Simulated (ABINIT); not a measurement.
# GaAs (F-43m) in ABINIT: further runs

The runs below take GaAs through single point, relaxation of cell and atoms, with PBE, LDA.

Everything below comes from runs of ABINIT 10.8.3 (patched build). Logs are shortened: lines on timing, memory, paths and dates and some standing lists are left out, and cuts for length are marked. The log counts tension as positive stress, the text compression.

**What was measured.**

From “Evidence of valence band perturbations in GaAsN/GaAs(001): A combined variable-angle spectroscopic ellipsometry and modulated photoreflectance investigation”, 2008, arxiv:0805.2212, for a bulk crystal of GaAs at 300 K: band gap 1.412 ± 0.01 eV (direct).

The runs below are set against these values where they give the same quantity.

### Step 1. Starting point

The structure is cubic, space group F-43m (No. 216). Conventional cell: a = 5.654 Å, b = 5.654 Å, c = 5.654 Å, α = 90.00°, β = 90.00°, γ = 90.00°. Around As (site symmetry -43m) lie 4 Ga at 2.45 Å. Ga (site symmetry -43m) is surrounded by 4 As at 2.45 Å.

### Step 2. Single point, PBE

Input file run.abi:

```
pp_dirpath "./"
pseudos "As.upf, Ga.upf"

acell 3*1.0 Angstrom
rprim
     0.0000000000     2.8268500000     2.8268500000
     2.8268500000     0.0000000000     2.8268500000
     2.8268500000     2.8268500000     0.0000000000
ntypat 2
znucl 33 31
natom 2
typat 1 2
xred
     0.7500000000     0.7500000000     0.7500000000
     0.0000000000     0.0000000000     0.0000000000

ecut 42.0

kptopt 1
ngkpt 6 6 6
nshiftk 1
shiftk 0.0 0.0 0.0

ixc 11

nband 18
occopt 3
tsmear 0.05 eV

nstep 100
tolvrs 1.0e-10

iomode 3
prtwf 0
prteig 0
prtebands 0
enunit 1
prtden 1
prtvha 1
prtvclmb 1
prtpot 1
prtelf 1
```

Potentials or basis: PseudoDojo NC SR PBE v0.5 standard.

Run with:

```
$ mpirun --bind-to none -np 4 abinit run.abi > log 2>&1
```

run.abo:

```text
.Version 10.8.3 of ABINIT
 Symmetries : space group F-4 3 m (#216); Bravais cF (face-center cubic)
================================================================================
 Values of the parameters that define the memory need of the present run
     intxc =       0    ionmov =       0      iscf =       7    lmnmax =       6
     lnmax =       6     mgfft =      48  mpssoang =       3    mqgrid =    3001
     natom =       2  nloc_mem =       1    nspden =       1   nspinor =       1
    nsppol =       1      nsym =      24    n1xccc =    2501    ntypat =       2
    occopt =       3   xclevel =       2
       mpw =        3984          nfft =      110592          nkpt =          16
================================================================================
================================================================================

--------------------------------------------------------------------------------
------------- Echo of variables that govern the present computation ------------
--------------------------------------------------------------------------------
 -outvars: echo values of preprocessed input variables --------
            acell      1.8897261259E+00  1.8897261259E+00  1.8897261259E+00 Bohr
              amu      7.49215900E+01  6.97230000E+01
             ecut      4.20000000E+01 Hartree
           enunit           1
              ixc          11
         kptrlatt        6    0    0      0    6    0      0    0    6
          kptrlen      4.53281381E+01
            natom           2
            nband          18
            ngfft          48      48      48
             nkpt          16
            nstep         100
             nsym          24
           ntypat           2
           occopt           3
        prtebands           0
           prteig           0
           prtelf           1
           prtpot           1
         prtvclmb           1
           prtvha           1
            prtwf           0
            rprim      0.0000000000E+00  2.8268500000E+00  2.8268500000E+00
                       2.8268500000E+00  0.0000000000E+00  2.8268500000E+00
                       2.8268500000E+00  2.8268500000E+00  0.0000000000E+00
          spgroup         216
           tolvrs      1.00000000E-10
           tsmear      1.83746611E-03 Hartree
            typat      1  2
           xangst      4.2402750000E+00  4.2402750000E+00  4.2402750000E+00
                       0.0000000000E+00  0.0000000000E+00  0.0000000000E+00
            xcart      8.0129584485E+00  8.0129584485E+00  8.0129584485E+00
                       0.0000000000E+00  0.0000000000E+00  0.0000000000E+00
             xred      7.5000000000E-01  7.5000000000E-01  7.5000000000E-01
                       0.0000000000E+00  0.0000000000E+00  0.0000000000E+00
            znucl       33.00000   31.00000

================================================================================

[... 109 lines left out ...]
...

 Integrated electronic density in atomic spheres:
 ------------------------------------------------
 Atom  Sphere_radius  Integrated_density
    1        2.00000         12.37683369
    2        2.00000         10.81517410
================================================================================

 ----iterations are completed or convergence reached----

 Mean square residual over all n,k,spin=   18.764E-08; max=  50.879E-06
 reduced coordinates (array xred) for    2 atoms
       0.750000000000      0.750000000000      0.750000000000
       0.000000000000      0.000000000000      0.000000000000
 rms dE/dt=  3.0464E-27; max dE/dt=  4.3082E-27; dE/dt below (all hartree)
    1       0.000000000000      0.000000000000      0.000000000000
    2       0.000000000000      0.000000000000     -0.000000000000

 cartesian coordinates (angstrom) at end:
    1      4.24027500000000     4.24027500000000     4.24027500000000
    2      0.00000000000000     0.00000000000000     0.00000000000000

 cartesian forces (hartree/bohr) at end:
    1     -0.00000000000000    -0.00000000000000     0.00000000000000
    2      0.00000000000000     0.00000000000000    -0.00000000000000
 frms,max,avg= 3.8607636E-28 6.0486541E-28   0.000E+00  0.000E+00  0.000E+00 h/b

 cartesian forces (eV/Angstrom) at end:
    1     -0.00000000000000    -0.00000000000000     0.00000000000000
    2      0.00000000000000     0.00000000000000    -0.00000000000000
 frms,max,avg= 1.9852845E-26 3.1103430E-26   0.000E+00  0.000E+00  0.000E+00 e/A
 length scales=  1.889726125908  1.889726125908  1.889726125908 bohr
              =  1.000000000000  1.000000000000  1.000000000000 angstroms
 Fermi (or HOMO) energy (eV) =   4.30829   Average Vxc (eV)=  -9.97225
 Eigenvalues (   eV  ) for nkpt=  16  k points:
 kpt#   1, nband= 18, wtk=  0.00463, kpt=  0.0000  0.0000  0.0000 (reduced coord)
 -31.18118  -31.18118  -31.18118  -31.17168  -31.17168  -10.79990  -10.79990  -10.79990
 -10.72281  -10.72281   -8.70353    4.02377    4.02377    4.02377    4.53742    7.76217
   7.76217    7.76217
 prteigrs : prtvol=0 or 1, do not print more k-points.

--- !EnergyTerms
iteration_state     : {dtset: 1, }
comment             : Components of total free energy in Hartree
kinetic             :  1.38905395256953E+02
hartree             :  5.73673737777954E+01
xc                  : -4.47215130293385E+01
Ewald energy        : -9.91764168217229E+01
psp_core            :  4.92280304459007E+00
local_psp           : -1.49388740796543E+02
non_local_psp       : -9.04726124333498E+01
internal            : -1.82563711001617E+02
'-kT*entropy'       : -2.12005074320578E-06
total_energy        : -1.82563713121667E+02
total_energy_eV     : -4.96781171225416E+03
band_energy         : -1.57855036133039E+01
...

 Cartesian components of stress tensor (hartree/bohr^3)
  sigma(1 1)= -1.14824681E-04  sigma(3 2)=  0.00000000E+00
  sigma(2 2)= -1.14824681E-04  sigma(3 1)=  0.00000000E+00
  sigma(3 3)= -1.14824681E-04  sigma(2 1)=  0.00000000E+00

-Cartesian components of stress tensor (GPa)         [Pressure=  3.3783E+00 GPa]
- sigma(1 1)= -3.37825875E+00  sigma(3 2)=  0.00000000E+00
- sigma(2 2)= -3.37825875E+00  sigma(3 1)=  0.00000000E+00
- sigma(3 3)= -3.37825875E+00  sigma(2 1)=  0.00000000E+00

== END DATASET(S) ==============================================================
================================================================================

 -outvars: echo values of variables after computation  --------
            acell      1.8897261259E+00  1.8897261259E+00  1.8897261259E+00 Bohr
           etotal     -1.8256371312E+02
            fcart     -2.0162180352E-28 -2.0162180352E-28  6.0486541055E-28
                       2.0162180352E-28  2.0162180352E-28 -6.0486541055E-28
            rprim      0.0000000000E+00  2.8268500000E+00  2.8268500000E+00
                       2.8268500000E+00  0.0000000000E+00  2.8268500000E+00
                       2.8268500000E+00  2.8268500000E+00  0.0000000000E+00
           strten     -1.1482468118E-04 -1.1482468118E-04 -1.1482468118E-04
                       0.0000000000E+00  0.0000000000E+00  0.0000000000E+00
           xangst      4.2402750000E+00  4.2402750000E+00  4.2402750000E+00
                       0.0000000000E+00  0.0000000000E+00  0.0000000000E+00
             xred      7.5000000000E-01  7.5000000000E-01  7.5000000000E-01
                       0.0000000000E+00  0.0000000000E+00  0.0000000000E+00
 Calculation completed.
```

It took 14 s on 4 MPI ranks of Arm Neoverse V2, shared host; peak memory 0.36 GiB.

What came out:

```
Free energy                                           : -4967.8117 eV
Pressure                                              : 3.4 GPa
Band gap on the k mesh                                : 0.51 eV, direct
Valence electrons inside the program's atomic spheres : As 12.38; Ga 10.82
```

### Step 3. Relaxation of cell and atoms, LDA

Input file run.abi:

```
# Pseudopotentials
pp_dirpath "./"
pseudos "As.upf, Ga.upf"

# Structure
acell 7.55468967 7.55468967 7.55468967
rprim
     0.0000000000     0.7071067812     0.7071067812
     0.7071067812     0.0000000000     0.7071067812
     0.7071067812     0.7071067812     0.0000000000
ntypat 2
znucl 33 31
natom 2
typat 1 2
chkprim 0
chksymtnons 0
tolsym 1.0e-6
xred
            3/4            3/4            3/4
            0.0            0.0            0.0

# Plane-wave basis
ecut 40.0
ecutsm 0.5

# k points
kptopt 1
ngkpt 6 6 6
nshiftk 1
shiftk 0.0 0.0 0.0

# Exchange and correlation
ixc 7

# Bands and occupations
nband 18
occopt 3
tsmear 0.05 eV

# SCF cycle
nstep 80
tolvrs 1.0e-12

# Output
iomode 3
prteig 0
prtebands 0
prtwf 0
prtden 0

# Relaxation
ionmov 2
optcell 2
ntime 50
tolmxf 2.0e-5
dilatmx 1.08
```

Potentials or basis: PseudoDojo NC SR LDA v0.4.1 standard.

Run with:

```
$ mpirun --bind-to none -np 4 abinit run.abi > log 2>&1
```

It took 29 s on 4 MPI ranks of AMD EPYC 9R45 (Zen 5), shared host; peak memory 0.36 GiB.

The run converged. Its results:

* Free energy: -4962.3069 eV
* Relaxed volume: 21.96 Å³/atom
* Relaxed cell: a = 3.960 Å, b = 3.960 Å, c = 3.960 Å, α = 60.00°, β = 60.00°, γ = 60.00°
* Space group after relaxing (to 0.05 Å): F-43m (No. 216)
* Energy gained by relaxing: 3.9 meV/atom
* Ionic steps: 5
* Pressure after relaxing: 0.0 GPa
* Band gap on the k mesh: 0.49 eV, direct

The path:
```csv
step,energy change (eV),largest force (eV/Å),pressure (GPa),volume (Å³)
1,0.0000,0.0000,-1.95,45.18
2,-0.0029,0.0000,-1.56,44.91
3,-0.0079,0.0000,0.10,43.87
4,-0.0079,0.0000,-0.01,43.93
5,-0.0079,0.0000,0.00,43.92
```

Final structure:
```
As Ga
1.0
     0.00000    2.80041    2.80041
     2.80041    0.00000    2.80041
     2.80041    2.80041    0.00000
As Ga
1 1
Direct
  0.75000 0.75000 0.75000
  0.00000 0.00000 0.00000
```

A k mesh can miss the band edges. LDA usually gives volumes a few per cent too small.

### Step 4. How close it comes

Step 2. Against the measured gap of GaAs, 1.412 eV (direct; 300 K; “Evidence of valence band perturbations in GaAsN/GaAs(001): A combined variable-angle spectroscopic ellipsometry and modulated photoreflectance investigation”, 2008, arxiv:0805.2212), the calculated 0.51 eV is off by -0.90 eV. 3 values of this kind are on record (1.412 to 1.51 eV); this one was drawn at random among those near their median, those with a stated uncertainty first. Spin-orbit coupling on As, Ga is left out. The value is that of PBE on a finite k mesh, which can miss the band edges, without temperature or zero-point motion. Semilocal functionals fall short of measured gaps as a rule.
